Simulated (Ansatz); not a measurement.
# GaAs: the cost of one run

The runs shown are made with Ansatz 0.2.0. PAW datasets, plane waves. (Simulation; spin polarisation is off.)

## 1. The structure to begin with

The unstrained cell was relaxed with r2SCAN; in each strained cell the atoms were relaxed again with r2SCAN. Names of k-points are those of the unstrained zone, where strain can split equivalent points. First state: -2.0 % biaxial strain in the (111) plane, free along [111].

Space group R3m (No. 160), trigonal; a = 3.926 Å, c = 9.903 Å in the conventional setting, 22.04 Å³ an atom. Near Ga stand 4 As at 2.42–2.45 Å; near As stand 4 Ga at 2.42–2.45 Å.

The structure in full:

```xyz
2
Lattice="0.0548 2.8313 2.8313 2.8313 0.0548 2.8313 2.8313 2.8313 0.0548" Properties=species:S:1:pos:R:3 pbc="T T T"
Ga    0.0075    0.0075    0.0075
As    1.4218    1.4218    1.4218
```

From earlier runs on the unstrained cell: PBE 0.47 eV, r2SCAN 0.96 eV, HSE06 1.36 eV, r2SCAN+SOC 0.86 eV, G0W0 1.20 eV (on its mesh); a = 5.666 Å.

## 2. -2.0 % biaxial strain in the (111) plane, free along [111]: PBE

input.yaml reads:

```yaml
crystal:
  lattice:
    - [0.0548412017, 2.8312645952, 2.8312645952]
    - [2.8312645952, 0.0548412017, 2.8312645952]
    - [2.8312645952, 2.8312645952, 0.0548412017]
  atoms:
    - { symbol: Ga, position: [0.0013142805, 0.0013142805, 0.0013142805] }
    - { symbol: As, position: [0.2486857195, 0.2486857195, 0.2486857195] }
kpoints:
  mp_grid: { grid: [8, 8, 8] }
  band_path:
    path:
      - [0.0, 0.0, 0.0]
      - [-0.5, -0.5, 0.0]
      - [-0.375, -0.375, 0.25]
      - [-0.375, 0.0, 0.375]
      - [0.0, 0.0, 0.5]
      - [-0.5, -0.25, 0.25]
    npoints: 1
hamiltonian:
  xc: pbe
scf:
  occupations: { method: fermi_dirac, width: 0.02 }
  n_extra_bands: 4
output:
  forces: true
  stress: true
  eigenvalues: true
```

Launch:

```
ansatz run input.yaml --threads 2 --pin off --max-ram 29491MiB --backend cpu --events-out ev --progress --plain --runs-dir out
```

**Question.** How long does this run take on 2 threads of AMD EPYC 7R13 (Zen 3), shared host, and how much memory does it need?

About 2 s, with a peak of 0.51 GiB.
